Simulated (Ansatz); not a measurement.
Input and output for Os (simple hexagonal type): DFT, PBE, all-electron LAPW, scalar-relativistic (Ansatz 0.2.0). This run: simple hexagonal relaxed under pressure.

The cell comes from a relaxation on PAW files under the same functional, begun from a prototype that needn't be the stable phase.

Command: `ansatz run input.yaml --threads 1 --pin off --max-ram 3584MiB --backend cpu --events-out ev --progress --plain --runs-dir out` It took 110 s on 1 thread of Intel(R) Xeon(R) Platinum 8488C (Sapphire Rapids), on a shared host, peak memory 0.86 GiB.

```yaml
crystal:
  lattice:
    - [2.3368579336, 0.0, 0.0]
    - [-1.1684289668, 2.0237783355, 0.0]
    - [0.0, 0.0, 2.1961767502]
  atoms:
    - { symbol: Os, position: [0.0, 0.0, 0.0] }
kpoints:
  mp_grid: { grid: [19, 19, 17] }
scf:
  occupations: { method: fermi_dirac, width: 0.1 }
hamiltonian:
  xc: pbe
  pseudopotentials: { kind: all_electron, lapw: { basis_error: 0.0005 } }
output:
  forces: true
  stress: true
  eigenvalues: true
relax:
  f_tol: 0.005
  max_steps: 12
  cell: { p_target: 330.0, stress_tol: 0.165 }
```

Output:

```
The last accepted step is kept in <dir> (removed where the run ends without a failure and the disk answers)
LAPW: plane waves up to 12.271 Å⁻¹, error target 5.0e-4 eV per atom; small_component_spin mean_spin; Os in spheres of 1.065 Å, 48 of its electrons in bands, Dirac shells [] (how accurate: hamiltonian.pseudopotentials.lapw.basis_error, Limitations)
Engine: ansatz 0.2.0
Pseudopotentials: kind: all_electron
Pseudopotential: Os, LAPW, valence charge 48, lapw/all_electron/scalar/gaussian/Os, Koelling and Harmon's equation, gaussian nucleus
Functional definition: PBE
  parameter kappa = 0.804
  parameter beta = 0.06672455060314922
  exchange = pbe_x(kappa = kappa, mu = beta*pi^2/3)
  correlation = pbe_c(beta = beta)
Crystal: 1 atoms, lattice volume = 10.386 Å³
Basis set: ecut = 573.7435222297181 eV, 327 PW (Γ), exchange–correlation at level 2
Bands: 29, of which v1, the nominal top of the filled ones, is band 24 counted from 1 (23 counted from 0)
Symmetry: 24 space group operations
Space group: P6/mmm (ITA 191), of the structure as read, at distance tolerance 2.2e-5 Å
k-points: 360 of 6137
Non-local potential: Os, projectors of the file, none
Initial density: superposition of atomic densities (chi_scale 0.1, normalization cell)
Initial wavefunctions: plane waves of lowest kinetic energy (no species holds an atomic orbital)
Functional: x = pbe(κ = 0.804, μ = 0.2195149727645171), c = pbe(β = 0.06672455060314922)
iter 1 solved again at ethr=1.01e-4 eV; its pass at ethr=1.00e-1 eV (dr2=4.86e-2 eV) is discarded
SCF iter   1: F=—  HF=-469421.001563 eV  |F-HF|=—  |Δ(HF+E_count)|=         —  Δρ=3.21e-2  dr2=4.90e-2  ethr=1.01e-4  ⟨swp⟩=3.0  Hψ=66455  notcnv=0
preconditioner: auto → none  [metal: Δε(μ)=0.001 eV  Ē_g=47.341 eV  σ=0.100 eV  W_gap=0.00  n_scr=8 (ndim 8)  ℏωp=61.0 eV  f_vac=0.000  D(μ)=0.81/eV (n_scr^D=8)  sad-step TF]
SCF iter   2: F=—  HF=-469420.977227 eV  |F-HF|=—  |Δ(HF+E_count)|=   2.43e-2  Δρ=2.05e-2  dr2=2.45e-2  ethr=1.01e-4  ⟨swp⟩=2.0  Hψ=30378  notcnv=0
SCF iter   3: F=—  HF=-469420.970725 eV  |F-HF|=—  |Δ(HF+E_count)|=   6.50e-3  Δρ=8.43e-3  dr2=3.04e-3  ethr=5.10e-5  ⟨swp⟩=2.0  Hψ=30393  notcnv=0
iter 4 solved again at ethr=9.48e-8 eV; its pass at ethr=6.34e-6 eV (dr2=4.55e-5 eV) is discarded
SCF iter   4: F=—  HF=-469420.970127 eV  |F-HF|=—  |Δ(HF+E_count)|=   5.97e-4  Δρ=9.92e-4  dr2=4.55e-5  ethr=9.48e-8  ⟨swp⟩=2.0  Hψ=51759  notcnv=0
SCF iter   5: F=—  HF=-469420.970139 eV  |F-HF|=—  |Δ(HF+E_count)|=   1.14e-5  Δρ=1.65e-4  dr2=1.42e-6  ethr=9.48e-8  ⟨swp⟩=2.0  Hψ=30374  notcnv=0
SCF iter   6: F=-469420.970139 eV  HF=-469420.970139 eV  |F-HF|=1.28e-9  |Δ(HF+E_count)|=   7.60e-7  Δρ=4.17e-6  dr2=5.41e-10  ethr=2.95e-9  ⟨swp⟩=2.8  Hψ=30841  notcnv=0
SCF 1 converged in 6 iterations: F = -469420.970139 eV  dr2 = 5.41e-10
relax step   1: F+E_penalty+E_count = -469420.97013943 eV  Δ(F+E_penalty+E_count) = +0.000e0 eV  max|allowed force component| = 0.000e0 eV/Å  Δτ_max = 0.0000 Å  P = +328.983 GPa  Ω = 10.386 Å³  (6 SCF iters, accepted)
Crystal: 1 atoms, lattice volume = 10.365 Å³
Basis set: ecut = 574.5148707839705 eV, 327 PW (Γ), exchange–correlation at level 2
Initial density: handed on by an earlier stage of this run
Initial wavefunctions: those handed on with the density
iter 1 solved again at ethr=7.20e-10 eV; its pass at ethr=1.00e-1 eV (dr2=3.46e-7 eV) is discarded
SCF iter   1: F=—  HF=-469420.927007 eV  |F-HF|=—  |Δ(HF+E_count)|=         —  Δρ=1.39e-4  dr2=1.30e-6  ethr=7.20e-10  ⟨swp⟩=5.4  Hψ=57293  notcnv=0
preconditioner: auto → none  [metal: Δε(μ)=0.028 eV  Ē_g=47.684 eV  σ=0.100 eV  W_gap=0.07  n_scr=8 (ndim 8)  ℏωp=61.0 eV  f_vac=0.000  D(μ)=0.80/eV (n_scr^D=8)]
SCF iter   2: F=—  HF=-469420.927006 eV  |F-HF|=—  |Δ(HF+E_count)|=   9.53e-7  Δρ=3.96e-5  dr2=8.80e-8  ethr=7.20e-10  ⟨swp⟩=2.5  Hψ=30568  notcnv=0
iter 3 solved again at ethr=8.63e-12 eV; its pass at ethr=1.83e-10 eV (dr2=4.14e-9 eV) is discarded
SCF iter   3: F=-469420.927006 eV  HF=-469420.927006 eV  |F-HF|=1.59e-8  |Δ(HF+E_count)|=   6.07e-8  Δρ=9.49e-6  dr2=4.14e-9  ethr=8.63e-12  ⟨swp⟩=2.0  Hψ=51748  notcnv=0
SCF 2 converged in 3 iterations: F = -469420.927006 eV  dr2 = 4.14e-9
relax step   2: F+E_penalty+E_count = -469420.92700620 eV  Δ(F+E_penalty+E_count) = +4.313e-2 eV  max|allowed force component| = 0.000e0 eV/Å  Δτ_max = 0.0000 Å  P = +332.009 GPa  Ω = 10.365 Å³  (3 SCF iters, rejected (line search))
Crystal: 1 atoms, lattice volume = 10.379 Å³
Basis set: ecut = 574.0028425034468 eV, 327 PW (Γ), exchange–correlation at level 2
iter 1 solved again at ethr=2.33e-10 eV; its pass at ethr=1.00e-1 eV (dr2=1.12e-7 eV) is discarded
SCF iter   1: F=—  HF=-469420.955667 eV  |F-HF|=—  |Δ(HF+E_count)|=         —  Δρ=8.37e-5  dr2=4.84e-7  ethr=2.33e-10  ⟨swp⟩=5.5  Hψ=57930  notcnv=0
preconditioner: auto → none  [metal: Δε(μ)=0.030 eV  Ē_g=47.666 eV  σ=0.100 eV  W_gap=0.08  n_scr=8 (ndim 8)  ℏωp=61.0 eV  f_vac=0.000  D(μ)=0.81/eV (n_scr^D=8)]
SCF iter   2: F=-469420.955666 eV  HF=-469420.955666 eV  |F-HF|=3.19e-8  |Δ(HF+E_count)|=   3.67e-7  Δρ=2.35e-5  dr2=3.26e-8  ethr=2.33e-10  ⟨swp⟩=2.8  Hψ=30807  notcnv=0
SCF 3 converged in 2 iterations: F = -469420.955666 eV  dr2 = 3.26e-8
relax step   3: F+E_penalty+E_count = -469420.95566641 eV  Δ(F+E_penalty+E_count) = +1.447e-2 eV  max|allowed force component| = 0.000e0 eV/Å  Δτ_max = 0.0000 Å  P = +330.002 GPa  Ω = 10.379 Å³  (2 SCF iters, accepted)
iter 1 solved again at ethr=6.81e-11 eV; its pass at ethr=1.00e-1 eV (dr2=3.27e-8 eV) is discarded
SCF iter   1: F=—  HF=-469420.955666 eV  |F-HF|=—  |Δ(HF+E_count)|=         —  Δρ=2.35e-5  dr2=3.26e-8  ethr=6.81e-11  ⟨swp⟩=3.0  Hψ=49150  notcnv=0
preconditioner: auto → none  [metal: Δε(μ)=0.030 eV  Ē_g=47.667 eV  σ=0.100 eV  W_gap=0.08  n_scr=8 (ndim 8)  ℏωp=61.0 eV  f_vac=0.000  D(μ)=0.81/eV (n_scr^D=8)]
SCF iter   2: F=-469420.955666 eV  HF=-469420.955666 eV  |F-HF|=2.27e-9  |Δ(HF+E_count)|=   1.98e-8  Δρ=9.35e-6  dr2=4.50e-9  ethr=6.79e-11  ⟨swp⟩=2.0  Hψ=30374  notcnv=0
SCF 4 converged in 2 iterations: F = -469420.955666 eV  dr2 = 4.50e-9
relax step   4: F+E_penalty+E_count = -469420.95566647 eV  Δ(F+E_penalty+E_count) = -5.984e-8 eV  max|allowed force component| = 0.000e0 eV/Å  Δτ_max = 0.0000 Å  P = +330.000 GPa  Ω = 10.379 Å³  stress off target by 3.65e-3 GPa  SCF on the basis re-selected at this cell (its energy is not comparable with the rows above)  (2 SCF iters)
basis re-selected at this cell: Δ(F+E_penalty+E_count) = -5.984e-8 eV, ΔP = -0.002 GPa vs the last step (what re-selecting the basis moved, after the strain that the cell walked since its last selection, with what the two solves' SCF thresholds leave and, on support functions, any second-order correction that the steps lacked; it is no measure of the basis error at this ecutwfc). This SCF's stress stands 3.65e-3 GPa from its target on what of the cell is left free (relax.cell.stress_tol is 1.65e-1 GPa) and its largest allowed force component is 0.00e0 eV/Å (relax.f_tol is 5.00e-3 eV/Å): within both
SCF converged after 2 iterations
Free energy (F): -469420.955666 eV
Harris-Foulkes:  -469420.955666 eV  (|F-HF|=2.27e-9)
Internal energy: -469420.929624 eV  (E = F + TS)
E sigma→0 (E₀):  -469420.942645 eV
Entropy (-TS):   -0.026042 eV (-26.042 meV/atom)
Fermi energy:    45.710779 eV
--- Per-component energies (eV) ---
  E_band       = -5681.624551
  E_kinetic    = 529372.555957
  E_xc         = -9269.285548
  E_electrostatic = -989524.200032  (all electrons and nuclei)
  E_smearing   = -0.026042  (= −TS)
  E_closure    = 0.000000  (closes the sum)
  E_atoms      = -469414.911302  (free atoms, spherical and without spin; not in F)
  Σ components = -469420.955666   (vs F -469420.955666, Δ=0.00e0)
  Basis errors (estimates in eV, not in F): energy 1.6e-4 per atom: plane waves 1.5e-4 (8.3e-5 summed), levels above the bands 1.6e-92, relativity 6.0e-8, radial functions 1.3e-5, core shells 4.0e-11; eigenvalues (radial functions only) 8.6e-7; not estimated: angular momenta, meshes, grids; target (lapw.basis_error) 5.0e-4; muffin-tin radii Os 1.065 Å
--- Forces (eV/Å), atoms counted from 1 ---
  atom   1  Os     0.00000000    -0.00000000     0.00000000
  max |Σ_I F_I| component: 1.31e-31 eV/Å
--- Stress (GPa, compression-positive) ---
      330.001738       0.000000       0.000000
        0.000000     330.001738       0.000000
        0.000000       0.000000     329.996349
  P = ⅓ Tr σ = 329.9999 GPa (3299.999 kbar)
--- Band table (eV; the first three rows and the last of 360) ---
  k-point 0: bands = ["-579.9731", "-420.0908", "-420.0567", "-420.0567", "-221.6252", "-221.6144", "-221.6144", "-221.5894", "-221.5894", "-41.6277", "-1.2805", "-1.2805", "-1.2622", "-1.2585", "-1.2221", "-1.2221", "-1.1467", "0.4633", "0.4633", "0.5833", "32.3993", "35.3502", "41.0067", "41.0067", "50.6885", "50.6885", "58.4315", "64.1952", "70.9207"]
  k-point 1: bands = ["-579.9731", "-420.0908", "-420.0567", "-420.0567", "-221.6251", "-221.6144", "-221.6144", "-221.5894", "-221.5894", "-41.6135", "-1.2771", "-1.2771", "-1.2638", "-1.2584", "-1.2227", "-1.2227", "-1.1466", "0.4288", "0.4742", "0.4742", "32.5734", "35.6189", "41.0505", "41.0505", "50.3685", "50.3685", "58.5209", "63.4042", "71.5172"]
  k-point 2: bands = ["-579.9731", "-420.0908", "-420.0567", "-420.0567", "-221.6251", "-221.6144", "-221.6144", "-221.5894", "-221.5894", "-41.5726", "-1.2682", "-1.2676", "-1.2676", "-1.2581", "-1.2244", "-1.2244", "-1.1466", "-0.0023", "0.5059", "0.5059", "33.0193", "36.4490", "41.1775", "41.1775", "49.5236", "49.5236", "58.7869", "61.6487", "73.1918"]
  k-point 359: bands = ["-579.9731", "-420.0908", "-420.0567", "-420.0567", "-221.6245", "-221.6145", "-221.6145", "-221.5893", "-221.5892", "-40.7243", "-2.6290", "-1.6564", "-1.3875", "-1.2385", "-1.2268", "-1.2230", "-1.1902", "-1.1798", "-1.1516", "-1.0969", "35.7006", "36.6314", "42.3528", "43.6344", "52.3121", "59.6784", "64.3427", "65.5636", "66.5958"]
--- Relaxed structure (3 steps of the walk, 2 accepted, 1 SCFs on fresh bases) ---
  F+E_penalty+E_count = -469420.95566647 eV   max|allowed force component| = 0.000e0 eV/Å   (the final SCF, on the basis selected at the relaxed cell)
  cell:  # Å, volume = 10.3793 Å³
    - [2.336359884082357, 0.0, 0.0]
    - [-1.1681799420411785, 2.023347011998187, 0.0]
    - [0.0, 0.0, 2.1956244485628407]
  atoms:
    - { symbol: Os, position: [0.0, 0.0, 0.0] }
```

Next run (omega relaxed under pressure), as changes to the input before:

```diff
   lattice:
-    - [2.3368579336, 0.0, 0.0]
-    - [-1.1684289668, 2.0237783355, 0.0]
-    - [0.0, 0.0, 2.1961767502]
+    - [3.8418073429, 0.0, 0.0]
+    - [-1.9209036714, 3.3271027554, 0.0]
+    - [0.0, 0.0, 2.3649604344]
   atoms:
+    - { symbol: Os, position: [0.3333333333, 0.6666666667, 0.5] }
+    - { symbol: Os, position: [0.6666666667, 0.3333333333, 0.5] }
 kpoints:
-  mp_grid: { grid: [19, 19, 17] }
+  mp_grid: { grid: [10, 10, 13] }
 scf:
```

Results part of the output:

```
basis re-selected at this cell: Δ(F+E_penalty+E_count) = +7.451e-9 eV, ΔP = -0.000 GPa vs the last step (what re-selecting the basis moved, after the strain that the cell walked since its last selection, with what the two solves' SCF thresholds leave and, on support functions, any second-order correction that the steps lacked; it is no measure of the basis error at this ecutwfc). This SCF's stress stands 4.65e-3 GPa from its target on what of the cell is left free (relax.cell.stress_tol is 1.65e-1 GPa) and its largest allowed force component is 7.09e-17 eV/Å (relax.f_tol is 5.00e-3 eV/Å): within both
SCF converged after 2 iterations
Free energy (F): -1408266.639664 eV
Harris-Foulkes:  -1408266.639664 eV  (|F-HF|=3.26e-9)
Internal energy: -1408266.594401 eV  (E = F + TS)
E sigma→0 (E₀):  -1408266.617033 eV
Entropy (-TS):   -0.045263 eV (-15.088 meV/atom)
Fermi energy:    47.583804 eV
--- Per-component energies (eV) ---
  E_band       = -16846.698286
  E_kinetic    = 1588117.540849
  E_xc         = -27807.003323
[... lines left out ...]
  k-point 2: bands = ["-578.7673", "-578.5243", "-578.5243", "-418.8655", "-418.8655", "-418.8523", "-418.6255", "-418.6255", "-418.6255", "-418.6255", "-418.6087", "-418.6087", "-220.4069", "-220.4069", "-220.3958", "-220.3925", "-220.3925", "-220.1673", "-220.1673", "-220.1671", "-220.1671", "-220.1645", "-220.1645", "-220.1645", "-220.1645", "-220.1394", "-220.1392", "-40.0991", "-39.7048", "-39.4181", "-0.7935", "-0.7935", "-0.0449", "-0.0449", "-0.0218", "-0.0182", "-0.0157", "0.0039", "0.0039", "0.0083", "0.0083", "0.1423", "0.1624", "0.1778", "0.2009", "0.2009", "0.2106", "0.2106", "0.2220", "0.2220", "0.2473", "0.2547", "0.2570", "0.2570", "0.2647", "0.6862", "1.2726", "1.4697", "1.9140", "1.9140", "34.5902", "37.6746", "39.6963", "39.6963", "40.4078", "40.4078", "42.5483", "43.2363", "43.5322", "43.5322", "45.0241", "45.0241", "46.5029", "46.5029", "51.1064", "51.1064", "57.2254", "59.6292", "61.2061", "61.3366", "61.3366", "62.3400", "62.3400", "62.8265", "67.3672", "67.3672", "68.0469"]
  k-point 97: bands = ["-578.7673", "-578.5243", "-578.5243", "-418.8655", "-418.8655", "-418.8523", "-418.6255", "-418.6255", "-418.6255", "-418.6255", "-418.6087", "-418.6087", "-220.4069", "-220.4069", "-220.3957", "-220.3925", "-220.3925", "-220.1673", "-220.1672", "-220.1671", "-220.1670", "-220.1645", "-220.1645", "-220.1645", "-220.1645", "-220.1392", "-220.1392", "-39.6653", "-39.6025", "-39.5304", "-1.4760", "-0.7446", "-0.5792", "-0.1539", "-0.0340", "-0.0253", "-0.0196", "-0.0175", "0.0159", "0.0169", "0.0455", "0.0991", "0.1545", "0.1808", "0.1875", "0.1880", "0.1992", "0.2000", "0.2049", "0.2093", "0.2261", "0.2503", "0.2515", "0.2569", "0.3101", "0.5121", "0.7967", "0.8898", "0.9821", "2.0066", "35.5796", "38.0498", "38.9693", "39.3353", "39.5273", "39.8794", "41.2184", "42.1664", "43.1348", "43.7910", "45.8491", "49.4361", "50.4814", "51.7022", "52.7361", "52.8293", "55.2755", "56.8868", "57.8438", "61.4264", "61.8126", "65.9432", "66.3857", "66.4431", "66.7396", "67.4372", "69.2717"]
--- Relaxed structure (3 steps of the walk, 2 accepted, 1 SCFs on fresh bases) ---
  F+E_penalty+E_count = -1408266.63966437 eV   max|allowed force component| = 7.093e-17 eV/Å   (the final SCF, on the basis selected at the relaxed cell)
  cell:  # Å, volume = 30.2063 Å³
    - [3.84080596295816, -2.8860052244625152e-11, 0.0]
    - [-1.9204029814540866, 3.3262355349429504, 0.0]
    - [0.0, 0.0, 2.3644038170145394]
  atoms:
    - { symbol: Os, position: [-3.4885230428837776e-36, -1.4069537583190536e-36, 0.0] }
    - { symbol: Os, position: [0.3333333333333333, 0.6666666666666664, 0.5] }
    - { symbol: Os, position: [0.6666666666666665, 0.3333333333333332, 0.5] }
```

Next run (sc relaxed under pressure), as changes to the input before:

```diff
   lattice:
-    - [3.8418073429, 0.0, 0.0]
-    - [-1.9209036714, 3.3271027554, 0.0]
-    - [0.0, 0.0, 2.3649604344]
+    - [2.2041312066, 0.0, 0.0]
+    - [0.0, 2.2041312066, 0.0]
+    - [0.0, 0.0, 2.2041312066]
   atoms:
-    - { symbol: Os, position: [0.3333333333, 0.6666666667, 0.5] }
-    - { symbol: Os, position: [0.6666666667, 0.3333333333, 0.5] }
 kpoints:
-  mp_grid: { grid: [10, 10, 13] }
+  mp_grid: { grid: [17, 17, 17] }
 scf:
```

Results part of the output:

```
basis re-selected at this cell: Δ(F+E_penalty+E_count) = -9.721e-9 eV, ΔP = -0.002 GPa vs the last step (what re-selecting the basis moved, after the strain that the cell walked since its last selection, with what the two solves' SCF thresholds leave and, on support functions, any second-order correction that the steps lacked; it is no measure of the basis error at this ecutwfc). This SCF's stress stands 2.12e-5 GPa from its target on what of the cell is left free (relax.cell.stress_tol is 1.65e-1 GPa) and its largest allowed force component is 0.00e0 eV/Å (relax.f_tol is 5.00e-3 eV/Å): within both
SCF converged after 2 iterations
Free energy (F): -469420.254628 eV
Harris-Foulkes:  -469420.254628 eV  (|F-HF|=3.26e-9)
Internal energy: -469420.232927 eV  (E = F + TS)
E sigma→0 (E₀):  -469420.243777 eV
Entropy (-TS):   -0.021701 eV (-21.701 meV/atom)
Fermi energy:    44.565609 eV
--- Per-component energies (eV) ---
  E_band       = -5752.096888
  E_kinetic    = 529373.606409
  E_xc         = -9269.377289
  E_electrostatic = -989524.462047  (all electrons and nuclei)
  E_smearing   = -0.021701  (= −TS)
  E_closure    = 0.000000  (closes the sum)
  E_atoms      = -469414.911302  (free atoms, spherical and without spin; not in F)
  Σ components = -469420.254628   (vs F -469420.254628, Δ=0.00e0)
  Basis errors (estimates in eV, not in F): energy 1.6e-4 per atom: plane waves 1.5e-4 (8.4e-5 summed), levels above the bands 1.2e-94, relativity 4.1e-8, radial functions 9.6e-6, core shells 2.0e-12; eigenvalues (radial functions only) 6.1e-7; not estimated: angular momenta, meshes, grids; target (lapw.basis_error) 5.0e-4; muffin-tin radii Os 1.069 Å
--- Forces (eV/Å), atoms counted from 1 ---
  atom   1  Os     0.00000000     0.00000000     0.00000000
  max |Σ_I F_I| component: 5.26e-31 eV/Å
--- Stress (GPa, compression-positive) ---
      330.000021       0.000000       0.000000
        0.000000     330.000021       0.000000
        0.000000       0.000000     330.000021
  P = ⅓ Tr σ = 330.0000 GPa (3300.000 kbar)
--- Band table (eV; the first three rows and the last of 165) ---
  k-point 0: bands = ["-581.4375", "-421.5328", "-421.5328", "-421.5328", "-223.0724", "-223.0724", "-223.0724", "-223.0697", "-223.0697", "-43.2025", "-2.7303", "-2.7303", "-2.7303", "-2.7242", "-2.7242", "-2.7242", "-2.6666", "-0.9526", "-0.9526", "-0.9526", "31.3211", "33.9455", "33.9455", "49.0037", "49.0037", "49.0037", "62.9596", "62.9596", "62.9596"]
  k-point 1: bands = ["-581.4375", "-421.5328", "-421.5328", "-421.5328", "-223.0724", "-223.0724", "-223.0724", "-223.0697", "-223.0697", "-43.1889", "-2.7320", "-2.7284", "-2.7284", "-2.7249", "-2.7225", "-2.7225", "-2.6670", "-1.1022", "-0.9420", "-0.9420", "31.5072", "33.9914", "34.1990", "48.6495", "48.6495", "49.0280", "62.0981", "63.3651", "63.3651"]
  k-point 2: bands = ["-581.4375", "-421.5328", "-421.5328", "-421.5328", "-223.0725", "-223.0725", "-223.0724", "-223.0697", "-223.0696", "-43.1497", "-2.7373", "-2.7270", "-2.7267", "-2.7267", "-2.7143", "-2.7143", "-2.6683", "-1.5193", "-0.9111", "-0.9111", "31.9771", "34.1250", "34.9981", "47.7341", "47.7341", "49.0982", "60.2371", "64.4112", "64.4112"]
  k-point 164: bands = ["-581.4375", "-421.5328", "-421.5328", "-421.5328", "-223.0726", "-223.0726", "-223.0726", "-223.0690", "-223.0690", "-42.0015", "-3.7900", "-3.7872", "-3.7872", "-2.7147", "-2.6599", "-2.6599", "-2.6597", "-2.5803", "-2.5793", "-2.5793", "34.5664", "34.6456", "34.6456", "50.1929", "53.7311", "53.7311", "61.9615", "63.0656", "63.0656"]
--- Relaxed structure (3 steps of the walk, 2 accepted, 1 SCFs on fresh bases) ---
  F+E_penalty+E_count = -469420.25462752 eV   max|allowed force component| = 0.000e0 eV/Å   (the final SCF, on the basis selected at the relaxed cell)
  cell:  # Å, volume = 10.7015 Å³
    - [2.2036784822590696, -1.3040150665121909e-35, 0.0]
    - [-1.3040150665121909e-35, 2.2036784822590696, 0.0]
    - [0.0, 0.0, 2.2036784822590696]
  atoms:
    - { symbol: Os, position: [0.0, 0.0, 0.0] }
```

Spin–orbit coupling is left out, which matters for the heavy atoms.
